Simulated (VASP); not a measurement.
# InSe in VASP: a series of runs

One slab, InSe, is run at these levels: PBE+D3(BJ); tasks: relaxation of cell and atoms.

All numbers are computed with VASP 6.6.1; they aren't measurements. Logs are shortened: lines on timing, memory, paths and dates and some standing lists are left out, and cuts for length are marked.

## (1) Starting point

The cell holds a slab with vacuum, 4 atoms: a = 4.027 Å, b = 4.027 Å, c = 23.358 Å, α = 90.00°, β = 90.00°, γ = 120.00°.

## (2) Relaxation of cell and atoms, PBE+D3(BJ)

The input, INCAR:

```
SYSTEM = InSe
PREC = Accurate ; ENCUT = 600
EDIFF = 1E-7 ; ISMEAR = 0
SIGMA = 0.03 ; LREAL = .False.
LASPH = .True. ; NELM = 80
ALGO = Normal ; ISIF = 3
LWAVE = .False. ; LCHARG = .False.
GGA = PE ; IVDW = 12
IBRION = 2 ; NSW = 90
EDIFFG = -0.005 ; LATTICE_CONSTRAINTS = .TRUE. .TRUE. .FALSE.
KPAR = 8
```

The input, KPOINTS:

```
regular mesh
0
Gamma
  9 9 1
  0 0 0
```

The input, POSCAR:

```
InSe                                    
1.0
    4.0274708384      0.0000000000      0.0000000000
   -2.0137354192      3.4878920640      0.0000000000
    0.0000000000      0.0000000000     23.3577120000
  Se              In            
     2     2
Direct
     0.0000000000000000    0.0000000000000000    0.3846576372771158
     0.0000000000000000    0.0000000000000000    0.6152875317522624
     0.6666666699999979    0.3333333300000021    0.4401346639786753
     0.6666666699999979    0.3333333300000021    0.5597756369919464
```

Potentials or basis: VASP PAW PBE potentials, release 64 (Se, In_d).

Command:

```bash
$ cat potpaw_PBE.64/Se/POTCAR potpaw_PBE.64/In_d/POTCAR > POTCAR
$ mpirun -np 8 vasp_std > vasp.out
```

OUTCAR:

```text
SYSTEM = InSe
   PREC = Accurate
   ENCUT = 600
   EDIFF = 1E-7
   ISMEAR = 0
   LREAL = .False.
   LASPH = .True.
   NELM = 80
   ISIF = 3
   GGA = PE
   IVDW = 12
   IBRION = 2
   NSW = 90
   EDIFFG = -0.005
 IVDW          = 12

 ion  position               nearest neighbor table
   1  0.000  0.000  0.385-   3 2.66   3 2.66   3 2.66
   2  0.000  0.000  0.615-   4 2.66   4 2.66   4 2.66
   3  0.667  0.333  0.440-   1 2.66   1 2.66   1 2.66   4 2.79
   4  0.667  0.333  0.560-   2 2.66   2 2.66   2 2.66   3 2.79

  LATTYP: Found a hexagonal cell.
 ALAT       =     4.0274708384
 C/A-ratio  =     5.7995980448

  Lattice vectors:

 A1 = (   4.0274708384,   0.0000000000,   0.0000000000)
 A2 = (  -2.0137354192,   3.4878920640,   0.0000000000)
 A3 = (   0.0000000000,   0.0000000000,  23.3577120000)

Analysis of symmetry for initial positions (statically):
=====================================================================
 Subroutine PRICEL returns:
 Original cell was already a primitive cell.

 Routine SETGRP: Setting up the symmetry group for a
 hexagonal supercell.

 Subroutine GETGRP returns: Found  6 space group operations
 (whereof  6 operations were pure point group operations)
 out of a pool of 24 trial point group operations.

The static configuration has the point symmetry C_3v.

Analysis of symmetry for dynamics (positions and initial velocities):
=====================================================================
 Subroutine PRICEL returns:
 Original cell was already a primitive cell.

 Routine SETGRP: Setting up the symmetry group for a
 hexagonal supercell.

 Subroutine GETGRP returns: Found  6 space group operations
 (whereof  6 operations were pure point group operations)
 out of a pool of 24 trial point group operations.

The dynamic configuration has the point symmetry C_3v.

 Subroutine INISYM returns: Found  6 space group operations
 (whereof  6 operations are pure point group operations),
 and found     1 'primitive' translations

[... 147 lines left out ...]
  Total       0.00734     0.00734     0.00800     0.00000     0.00000     0.00000
  in kB       0.03584     0.03584     0.03908     0.00000     0.00000     0.00000
  external pressure =        0.04 kB  Pullay stress =        0.00 kB

 VOLUME and BASIS-vectors are now :
 -----------------------------------------------------------------------------
  energy-cutoff  :      600.00
  volume of cell :      328.11
      direct lattice vectors                 reciprocal lattice vectors
     4.027470838  0.000000000  0.000000000     0.248294784  0.143353060  0.000000000
    -2.013735419  3.487892064  0.000000000     0.000000000  0.286706120  0.000000000
     0.000000000  0.000000000 23.357712000     0.000000000  0.000000000  0.042812412

 POSITION                                       TOTAL-FORCE (eV/Angst)
 -----------------------------------------------------------------------------------
      0.00000      0.00000      8.98472         0.000000     -0.000000     -0.008889
      0.00000      0.00000     14.37171         0.000000     -0.000000      0.003590
      2.01374      1.16263     10.28054         0.000000      0.000000      0.008209
      2.01374      1.16263     13.07508        -0.000000      0.000000     -0.002910
 -----------------------------------------------------------------------------------
    total drift:                               -0.000016      0.000009     -0.000133

  FREE ENERGIE OF THE ION-ELECTRON SYSTEM (eV)
  ---------------------------------------------------
  free  energy   TOTEN  =       -15.0896052503 eV

  energy  without entropy=      -15.0896052503  energy(sigma->0) =      -15.08960525

--------------------------------------- Ionic step        2  -------------------------------------------

 number of electron      38.0000002 magnetization

 Free energy of the ion-electron system (eV)
  ---------------------------------------------------
  ext. energy  EPLUGINS =         0.00000000
  ---------------------------------------------------
  free energy    TOTEN  =       -14.20335795 eV

  energy without entropy =      -14.20335795  energy(sigma->0) =      -14.20335795

 E-fermi :  -2.5242     XC(G=0):  -3.6246

 val. band max:       -2.6794297065   @ k =   0.1111   0.1111   0.0000
 cond. band min:      -1.0564839496   @ k =   0.0000   0.0000   0.0000
 fundamental gap:      1.6229457569
 Fermi energy:        -2.5242064700

 k-point     1 :       0.0000    0.0000    0.0000
  band No.  band energies     occupation
      1     -16.6844      2.00000
      2     -16.5008      2.00000
      3     -16.5008      2.00000
      4     -16.4181      2.00000
      5     -16.4181      2.00000
      6     -16.4113      2.00000
[... 301 lines left out ...]
     22       1.3652      0.00000
     23       2.3718      0.00000

------------------------ aborting loop because EDIFF is reached ----------------------------------------

 Edisp (eV)   -0.88625

 E8    (eV) :    -0.4271

  FORCE on cell =-STRESS in cart. coord.  units (eV):
  Direction    XX          YY          ZZ          XY          YZ          ZX
  --------------------------------------------------------------------------------------
  -------------------------------------------------------------------------------------
  Total      -0.00887    -0.00887     0.00294     0.00000     0.00000     0.00000
  in kB      -0.04330    -0.04330     0.01435     0.00000     0.00000     0.00000
  external pressure =       -0.02 kB  Pullay stress =        0.00 kB

 VOLUME and BASIS-vectors are now :
 -----------------------------------------------------------------------------
  energy-cutoff  :      600.00
  volume of cell :      328.17
      direct lattice vectors                 reciprocal lattice vectors
     4.027827371  0.000000000  0.000000000     0.248272805  0.143340371  0.000000000
    -2.013913685  3.488200830  0.000000000    -0.000000000  0.286680741  0.000000000
     0.000000000  0.000000000 23.357712000     0.000000000  0.000000000  0.042812412

 POSITION                                       TOTAL-FORCE (eV/Angst)
 -----------------------------------------------------------------------------------
     -2.01391      3.48820      8.98429        -0.000000      0.000000     -0.002252
     -2.01391      3.48820     14.37188        -0.000000      0.000000      0.000317
      2.01391      1.16273     10.28093        -0.000000     -0.000000     -0.001151
      2.01391      1.16273     13.07494         0.000000     -0.000000      0.003086
 -----------------------------------------------------------------------------------
    total drift:                               -0.000016      0.000009     -0.000120

  FREE ENERGIE OF THE ION-ELECTRON SYSTEM (eV)
  ---------------------------------------------------
  free  energy   TOTEN  =       -15.0896082374 eV

  energy  without entropy=      -15.0896082374  energy(sigma->0) =      -15.08960824

 reached required accuracy - stopping structural energy minimisation
```

OSZICAR:

```text
N       E                     dE             d eps       ncg     rms          rms(c)
DAV:   1     0.329693436611E+03    0.32969E+03   -0.16858E+04   568   0.152E+03
DAV:   2     0.234707644001E+02   -0.30622E+03   -0.30184E+03   650   0.342E+02
DAV:   3    -0.133108514163E+02   -0.36782E+02   -0.36262E+02   710   0.146E+02
[... 26 lines left out ...]
DAV:   3    -0.142033591312E+02    0.18676E-05   -0.43765E-06   724   0.310E-02    0.399E-03
DAV:   4    -0.142033583833E+02    0.74799E-06   -0.65746E-07   837   0.116E-02    0.196E-03
DAV:   5    -0.142033580550E+02    0.32831E-06   -0.62764E-08   430   0.309E-03    0.553E-04
DAV:   6    -0.142033579548E+02    0.10016E-06   -0.34483E-08   374   0.214E-03    0.271E-04
DAV:   7    -0.142033579530E+02    0.17917E-08   -0.73548E-09   353   0.180E-03
   2 F= -.15089608E+02 E0= -.15089608E+02  d E =-.298718E-05
```

CONTCAR:

```text
InSe
   1.00000000000000
     4.0278273705512246    0.0000000000000000    0.0000000000000000
    -2.0139136852756123    3.4882008299015399    0.0000000000000000
     0.0000000000000000    0.0000000000000000   23.3577119999999994
  Se              In
     2     2
Direct
     0.0000000000000000    1.0000000000000000    0.3846392773132667
     0.0000000000000000    1.0000000000000000    0.6152949469811783
     0.6666666699999979    0.3333333300000021    0.4401516181691429
     0.6666666699999979    0.3333333300000021    0.5597696275364120

  0.00000000E+00  0.00000000E+00  0.00000000E+00
  0.00000000E+00  0.00000000E+00  0.00000000E+00
  0.00000000E+00  0.00000000E+00  0.00000000E+00
  0.00000000E+00  0.00000000E+00  0.00000000E+00
```

Run time: 50 s. Hardware: 8 MPI ranks of Intel Xeon 6975P-C (Granite Rapids), shared host; peak memory 0.59 GiB.

What came out:

* Free energy: -15.0896 eV
* Relaxed volume: 82.04 Å³/atom
* Relaxed cell: a = 4.028 Å, b = 4.028 Å, c = 23.358 Å, α = 90.00°, β = 90.00°, γ = 120.00°
* Space group after relaxing (to 0.05 Å): P-6m2 (No. 187)
* Energy gained by relaxing: 0.0 meV/atom
* Ionic steps: 2
* Largest force after relaxing: 0.003 eV/Å
* Band gap on the k mesh: 1.62 eV, indirect (least direct gap 1.69 eV)
* Dispersion energy per atom: -0.222 eV

Forces in eV/Å, atoms in the order of the input:
```
Se   0.000  0.000 -0.002
Se   0.000  0.000  0.000
In   0.000  0.000 -0.001
In   0.000  0.000  0.003
```

Final structure:
```
CELL_PARAMETERS angstrom
4.02783 0.00000 0.00000
-2.01391 3.48820 0.00000
0.00000 0.00000 23.35771
ATOMIC_POSITIONS crystal
Se 0.00000 0.00000 0.38464
Se 0.00000 0.00000 0.61529
In 0.66667 0.33333 0.44015
In 0.66667 0.33333 0.55977
```

Caveat: spin-orbit coupling is left out, which moves the levels of the heavy elements. PBE gaps usually lie below the measured ones, often by a third to a half.

## (3) Relaxation of cell and atoms, PBE+D3(BJ)

This run uses another cell than the first one, of 80.91 Å³/atom, 0.986 times its volume.

The input, INCAR:

```
PREC = Accurate
ENCUT = 600
EDIFF = 1E-6
ISMEAR = 0
SIGMA = 0.03
LREAL = F
LASPH = T
NELM = 80
ALGO = Normal
ISIF = 3
LWAVE = F
LCHARG = F
GGA = PE
IVDW = 12
IBRION = 2
NSW = 90
EDIFFG = -0.01
LATTICE_CONSTRAINTS = .TRUE. .TRUE. .FALSE.
KPAR = 2
```

The input, KPOINTS:

```
regular mesh
0
Gamma
  9 9 1
```

The input, POSCAR:

```
InSe
1.0
    4.0000000000      0.0000000000      0.0000000000
   -2.0000000000      3.4641016200      0.0000000000
    0.0000000000      0.0000000000     23.3577120000
Se In
2 2
Direct
    0.0000000000      0.0000000000      0.3853117100
    0.0000000000      0.0000000000      0.6146882900
    0.6666666700      0.3333333300      0.4395483600
    0.6666666700      0.3333333300      0.5603071100
```

Potentials or basis: VASP PAW PBE potentials, release 64 (Se, In_d).

Command:

```bash
$ cat potpaw_PBE.64/Se/POTCAR potpaw_PBE.64/In_d/POTCAR > POTCAR
$ mpirun -np 2 vasp_std > vasp.out
```

Wall time 5.2 min (2 MPI ranks of Intel Xeon Platinum 8488C (Sapphire Rapids), shared host); peak memory 0.55 GiB.

It converged, with:

- Free energy: -15.0895 eV
- Relaxed volume: 82.03 Å³/atom
- Relaxed cell: a = 4.027 Å, b = 4.027 Å, c = 23.358 Å, α = 90.00°, β = 90.00°, γ = 120.00°
- Space group after relaxing (to 0.05 Å): P-6m2 (No. 187)
- Energy gained by relaxing: 4.3 meV/atom
- Ionic steps: 13
- Largest force after relaxing: 0.010 eV/Å
- Band gap on the k mesh: 1.62 eV, indirect (least direct gap 1.69 eV)
- Dispersion energy per atom: -0.222 eV

Forces in eV/Å, atoms in the order of the input:
```
Se   0.000  0.000 -0.009
Se   0.000  0.000  0.004
In   0.000  0.000  0.010
In   0.000  0.000 -0.004
```

The path:
| step | energy change (eV) | largest force (eV/Å) | pressure (GPa) | volume (Å³) |
| --- | --- | --- | --- | --- |
| 1 | 0.0000 | 0.4302 | 0.42 | 323.65 |
| 2 | -0.0118 | 0.2049 | -0.23 | 332.23 |
| 3 | -0.0170 | 0.0280 | -0.01 | 329.12 |
| 4 | -0.0170 | 0.0225 | -0.01 | 329.23 |
| 5 | -0.0171 | 0.0148 | -0.02 | 328.88 |
| 6 | -0.0171 | 0.0448 | 0.02 | 327.84 |
| 7 | -0.0172 | 0.0230 | 0.01 | 328.30 |
| 8 | -0.0172 | 0.0195 | 0.01 | 328.37 |
| 9 | -0.0172 | 0.0134 | 0.01 | 328.17 |
| 10 | -0.0172 | 0.0164 | 0.02 | 328.02 |
| 11 | -0.0172 | 0.0153 | 0.02 | 328.07 |
| 12 | -0.0172 | 0.0119 | 0.01 | 328.09 |
| 13 | -0.0172 | 0.0098 | 0.00 | 328.11 |

Final structure:
```xyz
4
Lattice="4.0275 0.0000 0.0000 -2.0137 3.4879 0.0000 0.0000 0.0000 23.3577" Properties=species:S:1:pos:R:3 pbc="T T T"
Se    0.0000    0.0000    8.9847
Se    0.0000    0.0000   14.3717
In    2.0137    1.1626   10.2805
In    2.0137    1.1626   13.0751
```

Levels at points of the mesh, in eV from the valence-band top:
| k point | band 17 | band 18 | band 19 | band 20 | band 21 | band 22 |
| --- | --- | --- | --- | --- | --- | --- |
| (0.00, 0.00, 0.00) | -0.37 | -0.37 | -0.07 | 1.62 | 2.84 | 5.08 |

Caveat: spin-orbit coupling is left out, which moves the levels of the heavy elements. Zero-point motion and thermal expansion aren't in these numbers.

## (4) Relaxation of cell and atoms, PBE+D3(BJ)

Changes to INCAR since step 3:

```diff
@@ -2,3 +2,3 @@
 ENCUT = 600
-EDIFF = 1E-6
+EDIFF = 1E-7
 ISMEAR = 0
@@ -16,3 +16,3 @@
 NSW = 90
-EDIFFG = -0.01
+EDIFFG = -0.005
 LATTICE_CONSTRAINTS = .TRUE. .TRUE. .FALSE.
```

KPOINTS is that of step 3.

The input, POSCAR:

```
InSe                                    
1.0
    4.0274708404     -0.0000000000      0.0000000000
   -2.0137354202      3.4878920657      0.0000000000
    0.0000000000      0.0000000000     23.3577120000
  Se              In            
     2     2
Direct
     0.0000000000000000    0.0000000000000000    0.3846576372038352
     0.0000000000000000    0.0000000000000000    0.6152875318456805
     0.6666666699999979    0.3333333300000021    0.4401346639728853
     0.6666666699999979    0.3333333300000021    0.5597756369775992
```

Command:

```bash
$ cat potpaw_PBE.64/Se/POTCAR potpaw_PBE.64/In_d/POTCAR > POTCAR
$ mpirun -np 2 vasp_std > vasp.out
```

Wall time 96 s (2 MPI ranks of Intel Xeon Platinum 8488C (Sapphire Rapids), shared host); peak memory 0.51 GiB.

Results (log left out):

| Property | Result |
| --- | --- |
| Free energy | -15.0896 eV |
| Relaxed volume | 82.04 Å³/atom |
| Relaxed cell | a = 4.028 Å, b = 4.028 Å, c = 23.358 Å, α = 90.00°, β = 90.00°, γ = 120.00° |
| Space group after relaxing (to 0.05 Å) | P-6m2 (No. 187) |
| Energy gained by relaxing | 0.0 meV/atom |
| Ionic steps | 2 |
| Largest force after relaxing | 0.003 eV/Å |
| Band gap on the k mesh | 1.62 eV, indirect (least direct gap 1.69 eV) |
| Dispersion energy per atom | -0.222 eV |

Forces in eV/Å, atoms in the order of the input:
```
Se   0.000  0.000 -0.002
Se   0.000  0.000  0.000
In   0.000  0.000 -0.001
In   0.000  0.000  0.003
```

Final structure:
```cif
data_structure
_symmetry_space_group_name_H-M 'P 1'
_symmetry_Int_Tables_number 1
_cell_length_a 4.0278
_cell_length_b 4.0278
_cell_length_c 23.3577
_cell_angle_alpha 90.000
_cell_angle_beta 90.000
_cell_angle_gamma 120.000
_cell_volume 328.17
loop_
_atom_site_label
_atom_site_type_symbol
_atom_site_fract_x
_atom_site_fract_y
_atom_site_fract_z
_atom_site_occupancy
Se1 Se 0.00000 0.00000 0.38464 1
Se2 Se 0.00000 0.00000 0.61529 1
In1 In 0.66667 0.33333 0.44015 1
In2 In 0.66667 0.33333 0.55977 1
```

Levels at points of the mesh, in eV from the valence-band top:
```tsv
k point	band 16	band 17	band 18	band 19	band 20	band 21	band 22	band 23
(0.00, 0.00, 0.00)	-0.44	-0.37	-0.37	-0.07	1.62	2.84	5.08	5.08
```

Caveat: spin-orbit coupling is left out, which moves the levels of the heavy elements.
